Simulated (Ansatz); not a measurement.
Crystal: Hf.

```
CELL_PARAMETERS angstrom
-1.80500 1.80500 1.80500
1.80500 -1.80500 1.80500
1.80500 1.80500 -1.80500
ATOMIC_POSITIONS crystal
Hf 0.00000 0.00000 0.00000
```

This isn't the form of Hf at room conditions, which is hcp.

- Program: Ansatz 0.2.0
- Task: relaxation of cell and atoms
- Functional: HSE03
- Potentials or basis: Ansatz PAW
- Cutoff: 420 eV (not typed: the program's choice for these potentials)
- k mesh: 5 × 5 × 5
- Occupations: fermi-dirac, width 0.05 eV
- Spin: no spin polarisation

At the start: volume 23.52 Å³/atom.

Where does the relaxation end?

It ends after 6 steps and the volume is 22.27 Å³/atom (-5.3 %); space group Im-3m (No. 229, to 0.05 Å).

Step by step:
```
step  energy change (eV)  largest force (eV/Å)  volume (Å³)
   1              0.0000                0.0000        23.52
   2             -0.0140                0.0000        21.79
   3             -0.0168                0.0000        22.45
   4             -0.0173                0.0000        22.28
   5             -0.0173                0.0000        22.27
   6             -0.0168                0.0000        22.27
```

Final structure:
```yaml
crystal:
  lattice:
    - [-1.77226, 1.77226, 1.77226]
    - [1.77226, -1.77226, 1.77226]
    - [1.77226, 1.77226, -1.77226]
  atoms:
    - { symbol: Hf, position: [0.00000, 0.00000, 0.00000] }
```

Caveat: the k mesh is coarse (spacing up to 0.49 Å⁻¹), so the values aren't converged, least of all with exact exchange; the plane-wave basis is chosen anew once the cell has moved, so the energies of steps on either side of that aren't comparable; the PAW data sets come from PBE, with cores solved anew for the run's functional, which leaves a small shift of forces and pressure.
